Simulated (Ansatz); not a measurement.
Rough cost of magnetic runs on Gd (Fm-3m) in Ansatz 0.2.0, 1 thread of Arm Neoverse V1, on a shared host.

```
Gd
1.0
     0.00000    2.58582    2.58582
     2.58582    0.00000    2.58582
     2.58582    2.58582    0.00000
Gd
1
Direct
  0.00000 0.00000 0.00000
```

```csv
run,"functional, mesh",k points solved,bands,iterations,wall time (s),peak memory (GiB)
PAW: total moment held at 6.01 μB,"PBE, 11×11×11",56,17,10,7.1,0.36
LAPW: total moment held at 8.65 μB,"PBE, 11×11×11",56,23,10,19,0.36
LAPW: total moment held at 6.01 μB,"PBE, 11×11×11",56,22,12,20,0.35
LAPW: field of 1000 T on the spins,"PBE, 11×11×11",56,22,20,27,0.34
AE-PAW: total moment held at 6.01 μB,"PBE, 11×11×11",56,18,9,14,0.44
PAW: field of 200 T on the spins,"PBE, 11×11×11",56,17,23,9.6,0.35
LAPW: total moment held at 3.01 μB,"PBE, 11×11×11",226,21,58,700,1.1
LAPW: total moment held at 4.51 μB,"PBE, 11×11×11",56,21,13,20,0.35
LAPW: total moment held at 9.77 μB,"PBE, 11×11×11",56,23,9,17,0.35
```

Task: Roughly how much dearer is an iteration by LAPW than by PAW among the runs with the first row's mesh and spin treatment (collinear)?

Result: About 3 times (medians of wall time over iterations; times from a shared host are rough).

Runs with the default search for lower states can spend part of their time in further cycles.
